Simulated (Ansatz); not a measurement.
# CaSe (Fm-3m): phonons against volume

Which modes of CaSe drive its thermal expansion?

Experimental results on record:
- heat capacity C_P per formula unit 48.1 J/mol/K near room temperature (given in “High-Throughput Prediction of Finite-Temperature Properties using the Quasi-Harmonic Approximation”, 2016, arXiv:1603.06924)

Calculated with Ansatz 0.2.0; DFT LDA, scalar-relativistic, plane waves, PAW.

The database entry behind the starting cell differs from later determinations by our own check (0.1 to 0.3 % short, probably kX units), so it need not match the best structure at ambient conditions.

### 1. The starting structure

It takes space group Fm-3m (No. 225, cubic). Conventional cell: a = 5.912 Å, b = 5.912 Å, c = 5.912 Å, α = 90.00°, β = 90.00°, γ = 90.00°. Ca has 6 Se at 2.96 Å nearest. Nearest to Se lie 6 Ca at 2.96 Å. Farther neighbours and most contacts between anions are not listed.

### 2. Probe on a coarse mesh

Before spending time, one coarse run tells the gap and the pressure of the starting cell.

input.yaml reads:

```yaml
crystal:
  lattice:
    - [0.0, 2.956, 2.956]
    - [2.956, 0.0, 2.956]
    - [2.956, 2.956, 0.0]
  atoms:
    - { symbol: Ca, position: [0.0, 0.0, 0.0] }
    - { symbol: Se, position: [0.5, 0.5, 0.5] }
kpoints:
  mp_grid: { grid: [6, 6, 6] }
hamiltonian:
  xc: lda
scf:
  occupations: { method: gaussian, width: 0.1 }
output:
  forces: true
  stress: true
  eigenvalues: true
```

Run with:

```console
> ansatz run input.yaml --threads 4 --pin off --max-ram 8192MiB --backend cpu --events-out ev --progress --plain --runs-dir out
```

Numbers of over 12 decimals in the logs are rounded to 6 here.

The log of the run:

```text
Engine: ansatz 0.2.0, aarch64-unknown-linux-gnu
Pseudopotentials: kind: paw
Pseudopotential: Ca, paw, valence charge 10, recommended cutoff 420 eV (normal), Ca.paw.azcp
Pseudopotential: Se, paw, valence charge 16, recommended cutoff 420 eV (normal), Se.paw.azcp
Functional definition: SPW92
  exchange = slater_x
  correlation = pw_c
Crystal: 2 atoms, lattice volume = 51.659 Å³
Basis set: ecut = 420 eV, 965 PW (Γ)
Bands: 17, of which v1, the nominal top of the filled ones, is band 13 counted from 1 (12 counted from 0)
Symmetry: 48 space group operations
Space group: Fm-3m (ITA 225), of the structure as read, at distance tolerance 3.7e-5 Å
k-points: 16 of 216
Non-local potential: Ca, projectors of the file, l = 0: 3, l = 1: 2, l = 2: 2
Non-local potential: Se, projectors of the file, l = 0: 2, l = 1: 2, l = 2: 3, l = 3: 1
PAW form: soft (Blöchl's): semilocal exchange-correlation on the pseudo side does not see the compensation charge
PAW frozen core: Ca, regenerated for the run's functional, and the local potential with it (the file was generated under x = pbe(κ = 0.804, μ = 0.219515), c = pbe(β = 0.066725))
PAW frozen core: Se, regenerated for the run's functional, and the local potential with it (the file was generated under x = pbe(κ = 0.804, μ = 0.219515), c = pbe(β = 0.066725))
PAW one-centre angular grid: Ca, 110 points (default); XC on 64 Gauss nodes
PAW one-centre angular grid: Se, 590 points (default); XC on 64 Gauss nodes
Initial density: superposition of atomic densities (neutral atoms: chi_scale 0, normalization atom), corrected by the library's trained network
Initial wavefunctions: pseudopotential atomic-orbital guess
Functional: x = slater, c = lda
SCF iter   1: F=—  HF=-7160.060365 eV  |F-HF|=—  |Δ(HF+E_count)|=         —  Δρ=4.73e-3  dr2=6.12e-3  ethr=1.77e-3  ⟨swp⟩=6.4  Hψ=1504  notcnv=0
preconditioner: auto → none  [insulator: Δε(μ)=1.859 eV  Ē_g=8.808 eV  σ=0.100 eV  W_gap=1.00  n_scr=14 (ndim 8)  ℏωp=14.6 eV  f_vac=0.000  D(μ)=0.00/eV (n_scr^D=0)  ε∞_Penn≈3.8]
SCF iter   2: F=—  HF=-7160.059052 eV  |F-HF|=—  |Δ(HF+E_count)|=   1.31e-3  Δρ=2.25e-3  dr2=1.21e-3  ethr=2.35e-5  ⟨swp⟩=2.2  Hψ=525  notcnv=0
SCF iter   3: F=—  HF=-7160.058947 eV  |F-HF|=—  |Δ(HF+E_count)|=   1.05e-4  Δρ=4.55e-4  dr2=9.40e-5  ethr=4.66e-6  ⟨swp⟩=1.9  Hψ=312  notcnv=0
SCF iter   4: F=—  HF=-7160.058917 eV  |F-HF|=—  |Δ(HF+E_count)|=   3.05e-5  Δρ=1.10e-4  dr2=9.56e-6  ethr=3.61e-7  ⟨swp⟩=2.0  Hψ=384  notcnv=0
iter 5 did not close the SCF: its close was put off for the readings that it lacked (scf_convergence_deferred on its scf_iter line)
SCF iter   5: F=-7160.058913 eV  HF=-7160.058913 eV  |F-HF|=7.81e-8  |Δ(HF+E_count)|=   3.60e-6  Δρ=1.51e-5  dr2=8.15e-8  ethr=3.68e-8  ⟨swp⟩=2.0  Hψ=480  notcnv=0
SCF iter   6: F=-7160.058913 eV  HF=-7160.058913 eV  |F-HF|=1.74e-9  |Δ(HF+E_count)|=   3.13e-8  Δρ=4.93e-6  dr2=5.67e-9  ethr=3.13e-10  ⟨swp⟩=2.0  Hψ=1024  notcnv=0
SCF 1 converged in 6 iterations: F = -7160.058913 eV  dr2 = 5.67e-9
  greatest PAW one-centre occupation: 1.000 electrons in one spin orbital (limit 2), on the Se atom at site 1 (counted from 0), in its partial waves of l = 2
SCF converged after 6 iterations
Free energy (F): -7160.058913 eV
Harris-Foulkes:  -7160.058913 eV  (|F-HF|=1.74e-9)
Internal energy: -7160.058913 eV  (E = F + TS)
E sigma→0 (E₀):  -7160.058913 eV
Fermi energy:    7.765894 eV
--- Per-component energies (eV) ---
  E_band       = -518.343011
  E_kinetic    = 398.241552
  E_local      = -3212.848235  (includes V_loc(G=0)·N_el)
  E_nonlocal   = -523.252837
  E_hartree    = 1470.634146
  E_xc         = -240.284017
  E_vxc        = -270.432133  (∫ρ·V_xc dr)
  E_paw        = -2642.615095  (= ΣΔE_a)
  E_vpaw       = 148.678294  (= ΣTr[D̂ρ^β])
  E_aug_tail   = -0.000603  (compensation charges beyond the density's cutoff)
  E_ewald      = -2412.434353
  E_core_change = 2.500528  (= ΣΔE_core)
  E_smearing   = -0.000000  (= −TS)
  E_closure    = -0.000000  (closes the sum)
  Σ components = -7160.058913   (vs F -7160.058913, Δ=0.00e0)
--- Forces (eV/Å), atoms counted from 1 ---
  atom   1  Ca    -0.00000000     0.00000000     0.00000000
  atom   2  Se     0.00000000    -0.00000000     0.00000000
  max |Σ_I F_I| component: 1.61e-29 eV/Å
--- Stress (GPa, compression-positive) ---
       -3.111906       0.000000       0.000000
        0.000000      -3.111906      -0.000000
        0.000000       0.000000      -3.111906
  P = ⅓ Tr σ = -3.1119 GPa (-31.119 kbar)
--- Band table (eV; the first three rows and the last of 16) ---
  k-point 0: bands = [... 9 lower, -5.0445, 6.8285, 6.8285, 6.8285, 9.9224, 10.3836, 10.3836, 10.3836]
  k-point 1: bands = [... 9 lower, -4.8834, 5.6024, 6.4279, 6.4279, 10.2861, 10.7422, 10.7422, 11.4574]
  k-point 2: bands = [... 9 lower, -4.5351, 4.0906, 5.8405, 5.8405, 10.6135, 11.5642, 11.5642, 12.7708]
  k-point 15: bands = [... 9 lower, -4.4013, 4.5196, 5.2261, 5.2880, 10.0089, 11.8676, 12.0332, 12.5109]
```

Elapsed: 3.3 s, on 4 threads of Arm Neoverse V2, shared host; peak memory 0.33 GiB.

This step gave:

```
pressure          : -3.112 GPa
gap on the k-mesh : 1.875 eV
volume per atom   : 25.83 Å³
```

The start is under -3.1 GPa at this level and looks like an insulator or semiconductor on this mesh.

### 3. Finding the static equilibrium

Phonons are second derivatives about a minimum, so cell and atoms are relaxed first, inside the symmetry of the start.

input.yaml, the sections that differ from step 2:

```yaml
kpoints:
  mp_grid: { grid: [8, 8, 8] }
scf:
  occupations: { method: gaussian, width: 0.02 }
relax:
  adjacent_minimum: "off"
  f_tol: 0.005
  max_steps: 80
  cell: { stress_tol: 0.05 }
# crystal, hamiltonian, output: as in step 2
```

The log of the run:

```text
[...]
Crystal: 2 atoms, lattice volume = 51.659 Å³
Basis set: ecut = 420 eV, 965 PW (Γ)
Bands: 17, of which v1, the nominal top of the filled ones, is band 13 counted from 1 (12 counted from 0)
Symmetry: 48 space group operations
[...]
k-points: 29 of 512
[...]
SCF iter   1: F=—  HF=-7160.061413 eV  |F-HF|=—  |Δ(HF+E_count)|=         —  Δρ=4.73e-3  dr2=6.13e-3  ethr=1.77e-3  ⟨swp⟩=7.2  Hψ=2934  notcnv=0
[...]
SCF iter   6: F=-7160.059937 eV  HF=-7160.059937 eV  |F-HF|=2.61e-9  |Δ(HF+E_count)|=   2.14e-8  Δρ=5.30e-6  dr2=6.88e-9  ethr=2.83e-10  ⟨swp⟩=2.0  Hψ=1791  notcnv=0
SCF 1 converged in 6 iterations: F = -7160.059937 eV  dr2 = 6.88e-9
[...]
relax step   1: F+E_penalty+E_count = -7160.05993675 eV  Δ(F+E_penalty+E_count) = +0.000e0 eV  max|allowed force component| = 1.035e-30 eV/Å  Δτ_max = 0.0000 Å  P = -3.122 GPa  Ω = 51.659 Å³  (6 SCF iters, dr2 threshold 1.00e-7 eV, accepted)
Crystal: 2 atoms, lattice volume = 47.372 Å³
Basis set: ecut = 420 eV, 941 PW (Γ)
[...]
iter 1 solved again at ethr=7.56e-5 eV; its pass at ethr=3.10e-3 eV (dr2=1.96e-2 eV) is discarded
[...]
SCF iter   6: F=-7160.086881 eV  HF=-7160.086881 eV  |F-HF|=4.37e-10  |Δ(HF+E_count)|=   4.55e-8  Δρ=1.54e-6  dr2=1.03e-9  ethr=4.21e-10  ⟨swp⟩=1.3  Hψ=1517  notcnv=0
SCF 2 converged in 6 iterations: F = -7160.086881 eV  dr2 = 1.03e-9
relax step   2: F+E_penalty+E_count = -7160.08688076 eV  Δ(F+E_penalty+E_count) = -2.694e-2 eV  max|allowed force component| = 6.081e-31 eV/Å  Δτ_max = 0.0000 Å  P = +1.487 GPa  Ω = 47.372 Å³  energy of the carried Pulay correction = +4.102e-4 eV  (6 SCF iters, dr2 threshold 2.00e-7 eV, accepted)
Crystal: 2 atoms, lattice volume = 48.675 Å³
[...]
SCF iter   5: F=-7160.092071 eV  HF=-7160.092071 eV  |F-HF|=4.13e-9  |Δ(HF+E_count)|=   5.11e-7  Δρ=8.63e-6  dr2=1.38e-8  ethr=7.69e-10  ⟨swp⟩=5.1  Hψ=2291  notcnv=0
SCF 3 converged in 5 iterations: F = -7160.092071 eV  dr2 = 1.38e-8
relax step   3: F+E_penalty+E_count = -7160.09207059 eV  Δ(F+E_penalty+E_count) = -5.190e-3 eV  max|allowed force component| = 7.478e-31 eV/Å  Δτ_max = 0.0000 Å  P = -0.142 GPa  Ω = 48.675 Å³  energy of the carried Pulay correction = +2.818e-4 eV  (5 SCF iters, dr2 threshold 2.00e-7 eV, accepted)
[...]
relax step   4: F+E_penalty+E_count = -7160.09213522 eV  Δ(F+E_penalty+E_count) = -6.463e-5 eV  max|allowed force component| = 1.262e-29 eV/Å  Δτ_max = 0.0000 Å  P = -0.005 GPa  Ω = 48.559 Å³  energy of the carried Pulay correction = +2.931e-4 eV  (4 SCF iters, dr2 threshold 5.01e-8 eV, accepted)
[...]
SCF iter   1: F=—  HF=-7160.091856 eV  |F-HF|=—  |Δ(HF+E_count)|=         —  Δρ=4.14e-5  dr2=1.21e-7  ethr=3.85e-7  ⟨swp⟩=2.3  Hψ=3959  notcnv=0
eigensolver tolerance schedule: the retry pair's looser diagonalisation over-reported the residual by 829.78 of it (diagonalisation noise at 0.11 of the residual, at the tolerance the schedule requests for it); recorded, not acted on — ethr = c·dr2/N_el stays at c = 1.0e-1
[...]
SCF iter   2: F=—  HF=-7160.091854 eV  |F-HF|=—  |Δ(HF+E_count)|=   1.74e-6  Δρ=2.19e-5  dr2=4.88e-8  ethr=4.64e-10  ⟨swp⟩=2.0  Hψ=871  notcnv=0
[...]
SCF iter   5: F=-7160.091855 eV  HF=-7160.091855 eV  |F-HF|=2.73e-12  |Δ(HF+E_count)|=  4.73e-11  Δρ=1.96e-7  dr2=5.52e-12  ethr=1.00e-12  ⟨swp⟩=4.0  Hψ=2346  notcnv=0
SCF 5 converged in 5 iterations: F = -7160.091855 eV  dr2 = 5.52e-12
relax step   5: F+E_penalty+E_count = -7160.09185451 eV  Δ(F+E_penalty+E_count) = +2.807e-4 eV  max|allowed force component| = 1.315e-30 eV/Å  Δτ_max = 0.0000 Å  P = -0.007 GPa  Ω = 48.559 Å³  stress off target by 6.78e-3 GPa  SCF on the basis re-selected at this cell (its energy is not comparable with the rows above)  (5 SCF iters)
basis re-selected at this cell: Δ(F+E_penalty+E_count) = +2.807e-4 eV, ΔP = -0.001 GPa vs the last step (what re-selecting the basis moved, of the pressure what is left beyond the Pulay correction that the steps carried, after the strain that the cell walked since its last selection, with what the two solves' SCF thresholds leave and, on support functions, any second-order correction that the steps lacked; it is no m [...]
SCF converged after 5 iterations
Free energy (F): -7160.091855 eV
[...]
Internal energy: -7160.091855 eV  (E = F + TS)
E sigma→0 (E₀):  -7160.091855 eV
Fermi energy:    8.424694 eV
[...]
--- Stress (GPa, compression-positive) ---
       -0.006783      -0.000000      -0.000000
       -0.000000      -0.006783      -0.000000
       -0.000000      -0.000000      -0.006783
  P = ⅓ Tr σ = -0.0068 GPa (-0.068 kbar)
--- Band table (eV; the first three rows and the last of 29) ---
  k-point 0: bands = [... 9 lower, -4.5289, 7.5670, 7.5670, 7.5670, 11.0083, 11.0904, 11.0904, 11.0904]
  k-point 1: bands = [... 9 lower, -4.4191, 6.7222, 7.2846, 7.2846, 11.0628, 11.3229, 11.3229, 11.9909]
  k-point 2: bands = [... 9 lower, -4.1400, 5.3779, 6.7584, 6.7584, 11.1725, 11.8860, 11.8860, 13.3284]
  k-point 28: bands = [... 9 lower, -3.7646, 5.4153, 5.4153, 5.7160, 11.8761, 11.8761, 12.8477, 13.4152]
--- Relaxed structure (4 steps of the walk, 4 accepted, 1 SCFs on fresh bases) ---
  F+E_penalty+E_count = -7160.09185451 eV   max|allowed force component| = 1.315e-30 eV/Å   (the final SCF, on the basis selected at the relaxed cell)
  cell:  # Å, volume = 48.5588 Å³
    - [0, 2.895649, 2.895649]
    - [2.895649, 0, 2.895649]
    - [2.895649, 2.895649, 0]
  atoms:
    - { symbol: Ca, position: [0, 0, 0] }
    - { symbol: Se, position: [0.500000, 0.500000, 0.500000] }
```

Elapsed: 2.2 s, on 4 threads; peak memory 0.34 GiB; 7.2 s of CPU time.

The steps of the relaxation:

| step | energy less that of the first step (eV) | largest force component (eV/Å) | pressure (GPa) | volume (Å³) |
| --- | --- | --- | --- | --- |
| 1 | 0.0000 | 0.0000 | -3.12 | 51.66 |
| 2 | -0.0269 | 0.0000 | 1.49 | 47.37 |
| 3 | -0.0321 | 0.0000 | -0.14 | 48.67 |
| 4 | -0.0322 | 0.0000 | -0.01 | 48.56 |
| 5* | -0.0319 | 0.0000 | -0.01 | 48.56 |

Relaxation steps marked * repeat the geometry before them on a plane-wave basis chosen anew for their cell, so energy and pressure can jump there.

Forces are held to the 48 operations that the run works with; a distortion that breaks them can't arise in this run.

```csv
"conventional cell, symmetrised",before,after,change
a (Å),5.912,5.791,-2.0 %
b (Å),5.912,5.791,-2.0 %
c (Å),5.912,5.791,-2.0 %
volume (Å³/atom),25.83,24.28,-6.0 %
```

Final coordinates:

```xyz
2
Lattice="0.0000 2.8956 2.8956 2.8956 0.0000 2.8956 2.8956 2.8956 0.0000" Properties=species:S:1:pos:R:3 pbc="T T T"
Ca    0.0000    0.0000    0.0000
Se    2.8956    2.8956    2.8956
```

Numbers from this step:

```
pressure          : -0.006783 GPa
gap on the k-mesh : 1.715 eV
volume per atom   : 24.28 Å³
```

The relaxation ends with a pressure of -0.01 GPa.

[end of part 1 of 5]

[Logs are printed without paths, hosts, clocks, repeated set-up lines and the standing remarks that a program may print on its own settings, such as how far it seeks lower states.]

[Hosts, paths, dates, database ids (printed as entryN), source tags and the programs' standing remarks are cut or masked in the printed files.]

[A step with changed settings may run another functional than the one named; its input shows which.]

[Of the runs on displaced cells, only some may be shown.]
